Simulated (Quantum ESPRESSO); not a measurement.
# Mg (P-1) in Quantum ESPRESSO: reference runs

How does Mg come out in PBE? The cell is run as given.

Everything below comes from runs of Quantum ESPRESSO 7.5. Logs are shortened: lines on timing, memory, paths and dates and some standing lists are left out, and cuts for length are marked.

**1. The crystal as given**

The typed cell holds 1 atom: a = 2.955 Å, b = 3.281 Å, c = 3.144 Å, α = 89.44°, β = 100.10°, γ = 126.22°.

This isn't the form of Mg at room conditions, which is hcp.

**2. Single point, PBE**

pw.in

```
&CONTROL
  calculation = 'scf'
  prefix = 'pwscf'
  outdir = './tmp'
  pseudo_dir = './pseudo'
  tprnfor = .true.
  tstress = .true.
  disk_io = 'nowf'
/
&SYSTEM
  ibrav = 0
  nat = 1
  ntyp = 1
  ecutwfc = 55
  ecutrho = 440
  nbnd = 6
  occupations = 'smearing'
  smearing = 'fd'
  degauss = 0.00367493
/
&ELECTRONS
  conv_thr = 2d-10
  electron_maxstep = 120
  mixing_beta = 0.5
/
ATOMIC_SPECIES
Mg    24.3050 Mg.pbe-n-kjpaw_psl.0.3.0.UPF
CELL_PARAMETERS angstrom
   2.9294923200   -0.2682621600   -0.2756549300
  -1.6970680000    2.8075733800    0.0125646900
  -0.2751613100   -0.1443819800    3.1287690200
ATOMIC_POSITIONS crystal
Mg     0.0000000000    0.0000000000    0.0000000000
K_POINTS automatic
11 10 9 0 0 0
```

Potentials or basis: SSSP 1.3 efficiency PBE.

Command:

```
> OMP_NUM_THREADS=1 pw.x -in pw.in > pw.out
```

pw.out:

```text
This program is part of the open-source Quantum ESPRESSO suite
     for quantum simulation of materials; please cite
         "P. Giannozzi et al., J. Phys.:Condens. Matter 21 395502 (2009);
         "P. Giannozzi et al., J. Phys.:Condens. Matter 29 465901 (2017);
         "P. Giannozzi et al., J. Chem. Phys. 152 154105 (2020);
     in publications or presentations arising from this work. More details at

     file Mg.pbe-n-kjpaw_psl.0.3.0.UPF: wavefunction(s)  3S renormalized
     Message from routine setup:
     using ibrav=0 with symmetry is DISCOURAGED, use correct ibrav instead

     G-vector sticks info
     --------------------
     sticks:   dense  smooth     PW     G-vecs:    dense   smooth      PW
     Sum         977     491    167                25289     8933    1765

     Using Slab Decomposition

     bravais-lattice index     =            0
     lattice parameter (alat)  =       5.5835  a.u.
     unit-cell volume          =     162.1944 (a.u.)^3
     number of atoms/cell      =            1
     number of atomic types    =            1
     number of electrons       =         2.00
     number of Kohn-Sham states=            6
     kinetic-energy cutoff     =      55.0000  Ry
     charge density cutoff     =     440.0000  Ry
     scf convergence threshold =      2.0E-10
     mixing beta               =       0.5000
     number of iterations used =            8  plain     mixing
     Exchange-correlation= SLA  PW   PBX  PBC
                           (   1   4   3   4   0   0   0)

     celldm(1)=   5.583453  celldm(2)=   0.000000  celldm(3)=   0.000000
     celldm(4)=   0.000000  celldm(5)=   0.000000  celldm(6)=   0.000000

     crystal axes: (cart. coord. in units of alat)
               a(1) = (   0.991490  -0.090794  -0.093296 )
               a(2) = (  -0.574375   0.950226   0.004253 )
               a(3) = (  -0.093129  -0.048866   1.058935 )

     reciprocal axes: (cart. coord. in units 2 pi/alat)
               b(1) = (  1.080088  0.652311  0.125091 )
               b(2) = (  0.108073  1.117433  0.061070 )
               b(3) = (  0.094725  0.052983  0.955120 )

     PseudoPot. # 1 for Mg read from file:
     Mg.pbe-n-kjpaw_psl.0.3.0.UPF
     Pseudo is Projector augmented-wave + core cor, Zval =  2.0
     Generated using "atomic" code by A. Dal Corso  v.5.0.99 svn rev. 10869
     Shape of augmentation charge: PSQ
     Using radial grid of 1129 points,  4 beta functions with:
                l(1) =   0
                l(2) =   0
                l(3) =   1
                l(4) =   1
     Q(r) pseudized with 0 coefficients

     atomic species   valence    mass     pseudopotential
     Mg                2.00    24.30500     Mg( 1.00)

      2 Sym. Ops., with inversion, found

   Cartesian axes

     site n.     atom                  positions (alat units)
         1        Mg     tau(   1) = (   0.0000000   0.0000000   0.0000000  )

     number of k points=   496  Fermi-Dirac smearing, width (Ry)=  0.0037

     Number of k-points >= 100: set verbosity='high' to print them.

     Dense  grid:    25289 G-vectors     FFT dimensions: (  40,  45,  40)

     Smooth grid:     8933 G-vectors     FFT dimensions: (  27,  30,  30)

     Initial potential from superposition of free atoms

     starting charge       1.9991, renormalised to       2.0000
     Starting wfcs are    4 randomized atomic wfcs +    2 random wfcs

     Self-consistent Calculation

     iteration #  1     ecut=    55.00 Ry     beta= 0.50
     Davidson diagonalization with overlap
     ethr =  1.00E-02,  avg # of iterations =  6.1

     Threshold (ethr) on eigenvalues was too large:
     Diagonalizing with lowered threshold

     Davidson diagonalization with overlap
     ethr =  1.66E-04,  avg # of iterations =  2.5

     total energy              =     -33.59737066 Ry
     estimated scf accuracy    <       0.00329588 Ry

     iteration #  2     ecut=    55.00 Ry     beta= 0.50
     Davidson diagonalization with overlap
     ethr =  1.65E-04,  avg # of iterations =  1.0

     total energy              =     -33.59737446 Ry
     estimated scf accuracy    <       0.00079714 Ry

     iteration #  3     ecut=    55.00 Ry     beta= 0.50
     Davidson diagonalization with overlap
     ethr =  3.99E-05,  avg # of iterations =  1.5

     total energy              =     -33.59740338 Ry
     estimated scf accuracy    <       0.00000157 Ry

     iteration #  4     ecut=    55.00 Ry     beta= 0.50
     Davidson diagonalization with overlap
     ethr =  7.85E-08,  avg # of iterations =  7.9

     total energy              =     -33.59747677 Ry
     estimated scf accuracy    <       0.00000032 Ry

     iteration #  5     ecut=    55.00 Ry     beta= 0.50
     Davidson diagonalization with overlap
     ethr =  1.58E-08,  avg # of iterations =  1.4

     total energy              =     -33.59747586 Ry
     estimated scf accuracy    <       0.00000021 Ry

     iteration #  6     ecut=    55.00 Ry     beta= 0.50
     Davidson diagonalization with overlap
     ethr =  1.05E-08,  avg # of iterations =  1.8

     total energy              =     -33.59747591 Ry
     estimated scf accuracy    <          3.4E-10 Ry

     iteration #  7     ecut=    55.00 Ry     beta= 0.50
     Davidson diagonalization with overlap
     ethr =  1.71E-11,  avg # of iterations =  5.2

     End of self-consistent calculation

     Number of k-points >= 100: set verbosity='high' to print the bands.

     the Fermi energy is     3.2917 ev

!    total energy              =     -33.59747592 Ry
     total all-electron energy =      -400.651685 Ry
     estimated scf accuracy    <          1.7E-10 Ry
     smearing contrib. (-TS)   =      -0.00037610 Ry
     internal energy E=F+TS    =     -33.59709982 Ry

     The total energy is F=E-TS. E is the sum of the following terms:
     one-electron contribution =       1.37679465 Ry
     hartree contribution      =       0.00717455 Ry
     xc contribution           =      -1.58801850 Ry
     ewald contribution        =      -2.08899510 Ry
     one-center paw contrib.   =     -31.30405541 Ry

     convergence has been achieved in   7 iterations

     Forces acting on atoms (cartesian axes, Ry/au):

     atom    1 type  1   force =     0.00000000    0.00000000    0.00000000

     Total force =     0.000000     Total SCF correction =     0.000000

     Computing stress (Cartesian axis) and pressure

          total   stress  (Ry/bohr**3)                   (kbar)     P=       26.25
   0.00032457   0.00030480  -0.00017602           47.75       44.84      -25.89
   0.00030480   0.00032619  -0.00012241           44.84       47.98      -18.01
  -0.00017602  -0.00012241  -0.00011537          -25.89      -18.01      -16.97

=------------------------------------------------------------------------------=
   JOB DONE.
=------------------------------------------------------------------------------=
```

Wall time 18 s (1 thread of AMD EPYC 9R45 (Zen 5), shared host); peak memory 0.11 GiB.

What came out:

```
Free energy            : -457.1169 eV
Pressure               : 2.6 GPa
Band gap on the k mesh : none (metal or under the smearing width)
```

Levels at points of the mesh, in eV from the Fermi level:
| k point | band 1 | band 2 | band 3 | band 4 | band 5 | band 6 |
| --- | --- | --- | --- | --- | --- | --- |
| (0.00, 0.00, 0.00) | -6.74 | 7.86 | 8.32 | 11.12 | 12.43 | 14.13 |
| (0.00, -0.50, 0.00) | -1.64 | -1.16 | 9.33 | 10.79 | 11.61 | 12.37 |
